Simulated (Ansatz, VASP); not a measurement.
One calculation of PbS, two programs

```
Pb S
1.0
     4.14352    0.00000    0.00000
    -2.07176    3.58839    0.00000
     0.00000    0.00000    3.83802
Pb S
1 1
Direct
  0.00000 0.00000 0.00000
  0.66667 0.33333 0.50000
```

Change from the starting cell: volume scaled by 1.04.

Alike in both runs: task single point; functional LDA; k mesh 8 × 8 × 7; occupations fermi-dirac, width 0.05 eV; no spin polarisation.

|  | VASP | Ansatz |
| --- | --- | --- |
| version | VASP 6.6.1 | Ansatz 0.2.0 |
| potentials or method | VASP PAW LDA potentials, release 64 (Pb_d, S), cutoff 520 eV | all-electron LAPW, scalar-relativistic |

```tsv
	VASP	Ansatz	Ansatz less VASP
gap on the k mesh at the Fermi level (eV)	0.23	0.24	+0.016
least direct gap on the mesh (eV)	1.53	1.54	+0.004
pressure (GPa)	-5.8	-5.8	-0.01
largest component of the traceless stress (GPa)	0.82	0.85	+0.023
```

Ansatz ran all-electron here, so the differences hold the error of VASP's frozen core and of both bases.

Caveats: spin-orbit coupling is left out, which as a rule narrows the gap of such compounds by several tenths of an eV; an odd mesh through Γ misses points on the zone boundary, where band edges often lie.
